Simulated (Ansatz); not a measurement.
# TaS2: one crystal by all-electron and frozen-core methods, part 2 of 2

Does the method matter for TaS2? The same cell, functional and mesh are run with full-potential LAPW, frozen-core PAW and datasets made for this crystal.

Ansatz 0.2.0; DFT PBE; a database cell (COD). «Crystal datasets» are all-electron PAW datasets made for this crystal. The steps go on from the part before.

### 4 Datasets made for this crystal

Input file input.yaml:

```yaml
crystal:
  lattice:
    - [3.3500021206, 0.0, 0.0]
    - [-1.6750010603, 2.9011869392, 0.0]
    - [0.0, 0.0, 5.86]
  atoms:
    - { symbol: Ta, position: [0.0, 0.0, 0.0] }
    - { symbol: S, position: [0.3333333333, 0.6666666667, 0.25] }
    - { symbol: S, position: [0.6666666667, 0.3333333333, 0.75] }
kpoints:
  mp_grid: { grid: [9, 9, 5] }
  band_path:
    path:
      - [0.0, 0.0, 0.0]
      - [0.5, 0.0, 0.0]
      - [0.3333333333, 0.3333333333, 0.0]
      - [0.0, 0.0, 0.0]
      - [0.0, 0.0, 0.5]
      - [0.5, 0.0, 0.5]
      - [0.3333333333, 0.3333333333, 0.5]
      - [0.0, 0.0, 0.5]
      - [0.5, 0.0, 0.5]
    npoints: 8
scf:
  occupations: { method: fermi_dirac, width: 0.03 }
hamiltonian:
  xc: pbe
  pseudopotentials: { kind: all_electron, datasets: crystal }
output:
  forces: true
  stress: true
  eigenvalues: true
  efg: { contact_densities: true }
```

Launch:

```bash
> ansatz run input.yaml --threads 1 --pin off --max-ram 6144MiB --backend cpu --events-out ev --progress --plain --runs-dir out
```

The log of the run:

```text
hamiltonian.pseudopotentials.datasets: crystal makes datasets for this crystal and solves the spheres of its atoms anew in each pass: cutoff 420.0 eV, the density's 1680.0 eV; for an error of 0.50 meV an atom under PBE, 1.5 meV for the cell; an energy difference from a run of another recipe may be off by several times the error for the cell, under r2SCAN by more, where some 0.1 meV an atom stays at smaller errors; S in spheres of 1.048 Å, 6 of its electrons in bands; Ta in spheres of 1.376 Å, 27 of its electrons in bands
band count auto-derived: 26 (N_el = 39.0; filled up to band 20; 24 by the electrons, moments and atoms)
Ta: output.efg is read without spin–orbit coupling, which moves field gradients at and beside such atoms by some per cent and up to a factor of two; PAW files take it under magnetization.noncollinear and magnetization.spin_orbit
Engine: ansatz 0.2.0
Pseudopotentials: kind: all_electron
Pseudopotential: Ta, paw, valence charge 27, recommended cutoff 420 eV (normal), Koelling and Harmon's equation, gaussian nucleus
Pseudopotential: S, paw, valence charge 6, recommended cutoff 420 eV (normal), Koelling and Harmon's equation, gaussian nucleus
Functional definition: PBE
  parameter kappa = 0.804
  parameter beta = 0.06672455060314922
  exchange = pbe_x(kappa = kappa, mu = beta*pi^2/3)
  correlation = pbe_c(beta = beta)
Crystal: 3 atoms, lattice volume = 56.953 Å³
Basis set: ecut = 420 eV, 1135 PW (Γ), exchange–correlation on 48×48×80 points (8 copies of the dense FFT grid, shifted against one another)
Bands: 26, of which v1, the nominal top of the filled ones, is band 20 counted from 1 (19 counted from 0)
Symmetry: 12 space group operations
Space group: P-3m1 (ITA 164), of the structure as read, at distance tolerance 3.8e-5 Å
k-points: 50 of 405
Non-local potential: Ta, projectors of the file, l = 0: 2, l = 1: 2, l = 2: 1, l = 3: 2
Non-local potential: S, projectors of the file, l = 0: 1, l = 1: 1, l = 2: 2
PAW form: soft (Blöchl's): semilocal exchange-correlation on the pseudo side does not see the compensation charge
PAW one-centre angular grid: Ta, 590 points (default); XC on its mesh's 1823 points in the sphere
PAW one-centre angular grid: S, 110 points (default); XC on its mesh's 1899 points in the sphere
Initial density: superposition of atomic densities (neutral atoms: chi_scale 0, normalization atom)
Initial wavefunctions: pseudopotential atomic-orbital guess
Functional: x = pbe(κ = 0.804, μ = 0.2195149727645171), c = pbe(β = 0.06672455060314922)
iter 1 solved again at ethr=1.55e-2 eV; its pass at ethr=1.00e-1 eV (dr2=6.05e0 eV) is discarded
SCF iter   1: F=—  HF=-446298.997037 eV  |F-HF|=—  |Δ(HF+E_count)|=         —  Δρ=7.70e-2  dr2=5.68e0  ethr=1.55e-2  ⟨swp⟩=2.2  Hψ=6887  notcnv=0
preconditioner: auto → LDOS  [insulator: Δε(μ)=0.136 eV  Ē_g=16.353 eV  σ=0.030 eV  W_gap=0.80  n_scr=22 (ndim 8)  ℏωp=27.4 eV  f_vac=0.017  D(μ)=0.52/eV (n_scr^D=2)  ε∞_Penn≈3.8  β→1.0]
SCF iter   2: F=—  HF=-446298.499685 eV  |F-HF|=—  |Δ(HF+E_count)|=   4.97e-1  Δρ=7.36e-2  dr2=5.39e0  ethr=1.46e-2  ⟨swp⟩=3.6  Hψ=3503  notcnv=0  defer=3
iter 3 solved again at ethr=2.83e-4 eV; its pass at ethr=1.38e-2 eV (dr2=1.10e-1 eV) is discarded
SCF iter   3: F=—  HF=-446297.462513 eV  |F-HF|=—  |Δ(HF+E_count)|=    1.04e0  Δρ=1.09e-2  dr2=1.12e-1  ethr=2.83e-4  ⟨swp⟩=3.4  Hψ=6618  notcnv=0  defer=9
SCF iter   4: F=—  HF=-446297.431453 eV  |F-HF|=—  |Δ(HF+E_count)|=   3.11e-2  Δρ=4.27e-3  dr2=1.14e-2  ethr=2.83e-4  ⟨swp⟩=3.1  Hψ=2910  notcnv=0  defer=4
SCF iter   5: F=—  HF=-446297.431509 eV  |F-HF|=—  |Δ(HF+E_count)|=   5.57e-5  Δρ=1.24e-3  dr2=5.41e-4  ethr=2.93e-5  ⟨swp⟩=3.1  Hψ=2710  notcnv=0  defer=6
SCF iter   6: F=—  HF=-446297.431703 eV  |F-HF|=—  |Δ(HF+E_count)|=   1.94e-4  Δρ=5.14e-4  dr2=1.24e-4  ethr=1.39e-6  ⟨swp⟩=3.1  Hψ=3223  notcnv=0  defer=4
SCF iter   7: F=—  HF=-446297.431732 eV  |F-HF|=—  |Δ(HF+E_count)|=   2.91e-5  Δρ=1.33e-4  dr2=1.13e-5  ethr=3.18e-7  ⟨swp⟩=3.0  Hψ=3198  notcnv=0  defer=2
SCF iter   8: F=—  HF=-446297.431877 eV  |F-HF|=—  |Δ(HF+E_count)|=   1.45e-4  Δρ=2.31e-5  dr2=1.55e-7  ethr=2.90e-8  ⟨swp⟩=3.0  Hψ=2709  notcnv=0
SCF iter   9: F=-446297.431877 eV  HF=-446297.431877 eV  |F-HF|=7.63e-9  |Δ(HF+E_count)|=   1.17e-7  Δρ=4.64e-6  dr2=1.65e-8  ethr=3.97e-10  ⟨swp⟩=3.0  Hψ=2846  notcnv=0
SCF 1 converged in 9 iterations: F = -446297.431878 eV  dr2 = 1.65e-8
  Residual-converged pass: ⟨swp⟩=3.5  Hψ=2776  notcnv=0  max |occ|·‖R‖ = 6.4e-6 eV (tolerance 6.5e-6 eV)  dr2=1.66e-8  dr2_onsite=4.78e-9  max |Δocc| = 1.7e-10
NSCF: frozen V_eff on 65 k-points
SCF converged after 9 iterations
Free energy (F): -446297.431878 eV
Harris-Foulkes:  -446297.431878 eV  (|F-HF|=7.63e-9)
Internal energy: -446297.425574 eV  (E = F + TS)
E sigma→0 (E₀):  -446297.428726 eV
Entropy (-TS):   -0.006303 eV (-2.101 meV/atom)
Past the cutoff: the bands carry plane waves up to 1.75 times it, of which those up to 1.5 times it add -0.000290 eV an atom, each by itself; the spheres take 0.000196 eV an atom off the energy for waves past 1.75 times it
By the cutoff:   a pressure is off by up to 0.006 GPa (1.2 times the spheres' own share and the shells' term, over an atom's volume, and 0.004 GPa: a bound that held against runs at twice the plane waves)
Past the cutoffs: a stress includes 0.0006 GPa for waves and charges beyond them, in addition to the slope of what the spheres take
In the spheres:  the bands' charges fall short by 1.7e-6 e at most (sound up to 1e-3)
Fermi energy:    13.240300 eV
--- Per-component energies (eV) ---
  The terms above E_closure are by the made datasets' own strengths, without shells solved beside the bands.
--- Forces (eV/Å), atoms counted from 1 ---
  atom   1  Ta    -0.00000000     0.00000000     0.00000000
  atom   2  S      0.00000000     0.00000000     1.23631097
  atom   3  S     -0.00000000    -0.00000000    -1.23631097
  max |Σ_I F_I| component: 7.40e-32 eV/Å
--- Stress (GPa, compression-positive) ---
        7.504933       0.000000      -0.000000
        0.000000       7.504933      -0.000000
        0.000000      -0.000000      12.390197
  P = ⅓ Tr σ = 9.1334 GPa (91.334 kbar)
--- PAW observables at the nuclei: V_zz in 10²¹ V/m², potentials from the cell's mean, atoms counted from 1 ---
  atom   1  Ta V_zz =   -16.777673   η = 0.0000   by run symmetry: allowed
            electrostatic potential = -14488.313336 V   contact ρ = 8150614.869797 e/Å³
  atom   2  S  V_zz =    -1.662996   η = 0.0000   by run symmetry: allowed
            electrostatic potential = -1637.718524 V   contact ρ = 19787.145847 e/Å³
  atom   3  S  V_zz =    -1.662996   η = 0.0000   by run symmetry: allowed
            electrostatic potential = -1637.718524 V   contact ρ = 19787.145847 e/Å³
--- Band table (eV; the first three rows and the last of 50) ---
  k-point 0: bands = ["-55.4855", "-21.9981", "-21.9604", "-21.9604", "-7.3430", "-7.3103", "-7.2963", "-7.2963", "-7.2849", "-7.2741", "-7.2741", "-1.9206", "0.1721", "6.2562", "8.9681", "8.9681", "11.8976", "12.4402", "12.4402", "13.2680", "13.2680", "13.5211", "17.3270"]
  k-point 1: bands = ["-55.4855", "-21.9982", "-21.9604", "-21.9604", "-7.3430", "-7.3103", "-7.2963", "-7.2963", "-7.2849", "-7.2741", "-7.2741", "-1.8427", "0.0107", "6.5978", "8.9778", "8.9778", "11.0702", "12.3917", "12.3917", "13.2581", "13.2581", "14.0156", "17.4649"]
  k-point 2: bands = ["-55.4855", "-21.9983", "-21.9604", "-21.9604", "-7.3431", "-7.3103", "-7.2963", "-7.2963", "-7.2849", "-7.2741", "-7.2741", "-1.6877", "-0.2695", "7.3257", "8.9938", "8.9938", "9.9139", "12.3161", "12.3161", "13.2418", "13.2418", "14.4313", "17.7014"]
  k-point 49: bands = ["-55.4706", "-22.1711", "-22.1711", "-21.9303", "-7.3308", "-7.3198", "-7.2949", "-7.2949", "-7.2800", "-7.2800", "-7.2741", "0.2630", "0.2630", "7.6574", "7.6574", "7.7204", "9.5143", "9.6625", "9.6625", "14.4855", "14.7637", "14.7637", "18.2454"]
```

Run time: 40 s. Hardware: 1 thread of Arm Neoverse V1, shared host; peak memory 0.69 GiB.

Result: pressure 9.13 GPa; no gap; largest force 1.236 eV/Å; Vzz Ta1 -16.78 (η = 0.00), S2 -1.66 (η = 0.00) (10²¹ V/m²).

```tsv
atom	contact density (e/Å³)
Ta1	8150615
S2	19787.15
```

### 5 Side by side

| method | pressure (GPa) | largest force (eV/Å) | Vzz Ta1 (10²¹ V/m²) | Vzz S2 (10²¹ V/m²) | SCF cycles, all passes |
| --- | --- | --- | --- | --- | --- |
| LAPW | 9.14 | 1.236 | – | – | 8 |
| PAW | 9.14 | 1.239 | -17.11 | -1.65 | 6 |
| crystal datasets | 9.13 | 1.236 | -16.78 | -1.66 | 9 |

### 6 Results

This closing draws on all 2 parts.

| quantity | value |
| --- | --- |
| pressure | LAPW 9.14, PAW 9.14, crystal datasets 9.13 GPa |
| gap (LAPW) | none |
| largest force | LAPW 1.236, PAW 1.239, crystal datasets 1.236 eV/Å |
| Bader charges (PAW) | Ta1 +1.86, S2 -0.93 e |
| highest ELF (PAW) | 0.94, 0.89 Å from S |

In words: At this geometry the cell is under compression of 9.1 GPa, so it would expand if let go. With 71 electrons in the bands of a cell, and no spin, a band must be partly filled: it is a metal at this level. Ta 5d carries the largest share, 71 %, of the projected states within 0.3 eV of the Fermi level. The projection holds only the free atom's occupied shells (Ta 6s, Ta 5d, S 3s, S 3p in this range). The field gradient at Ta1, the largest by crystal datasets, is -17.11 by PAW and -16.78 by crystal datasets (10²¹ V/m²), within 5 %. No spin–orbit coupling: at heavy atoms the gradients can be off by tens of per cent for that reason. In pressure, PAW differs from LAPW by less than 0.01 GPa. The forces differ by at most 3 meV/Å in a component, on a largest force of 1.236 eV/Å. The price, with the outputs that each input asks for: 67 s for LAPW against 36 s for PAW, about 1.8 to one. Spin-orbit coupling is left out, though the cell holds Ta; in elements this heavy it can shift bands and gaps by tenths of an eV. TaS2 has an odd count of electrons, so a run without spin can force a false metal and spoil its energy.
